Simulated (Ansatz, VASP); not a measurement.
**LiF (Griceite): VASP beside Ansatz**

INCAR

```
PREC = Accurate
ENCUT = 520
EDIFF = 1E-6
ISMEAR = 0
SIGMA = 0.01
LREAL = False
LASPH = True
NELM = 100
ALGO = Normal
ISIF = 2
LWAVE = False
LCHARG = False
GGA = PE
NBANDS = 12
```

KPOINTS

```
Automatic mesh
0
Gamma
  8 8 8
```

POSCAR

```
LiF
1.0
    0.0000000000      2.0335339289      2.0335339289
    2.0335339289      0.0000000000      2.0335339289
    2.0335339289      2.0335339289      0.0000000000
Li F
1 1
Direct
    0.0000000000      0.0000000000      0.0000000000
    0.5000000000      0.5000000000      0.5000000000
```

Input for Ansatz:

```yaml
crystal:
  lattice:
    - [0.0, 2.0335339289, 2.0335339289]
    - [2.0335339289, 0.0, 2.0335339289]
    - [2.0335339289, 2.0335339289, 0.0]
  atoms:
    - { symbol: Li, position: [0.0, 0.0, 0.0] }
    - { symbol: F, position: [0.5, 0.5, 0.5] }
kpoints:
  mp_grid: { grid: [8, 8, 8] }
hamiltonian:
  xc: pbe
scf:
  occupations: { method: fixed }
  n_extra_bands: 4
output:
  forces: true
  stress: true
  eigenvalues: true
```

Alike in both runs: task single point; functional PBE; k mesh 8 × 8 × 8; no spin polarisation.

|  | VASP | Ansatz |
| --- | --- | --- |
| version | VASP 6.6.1 | Ansatz 0.2.0 |
| potentials or method | VASP PAW PBE potentials, release 64 (Li_sv, F) | plane waves, PAW |
| plane-wave cutoff (eV) | 520 | 420 |
| occupations | gaussian, width 0.01 eV | fixed |
| valence electrons in the cell | 10 | 10 |

```tsv
	VASP	Ansatz	Ansatz less VASP
gap on the k mesh at the Fermi level (eV)	8.83	8.84	+0.002
```

 A k mesh can miss the band edges.
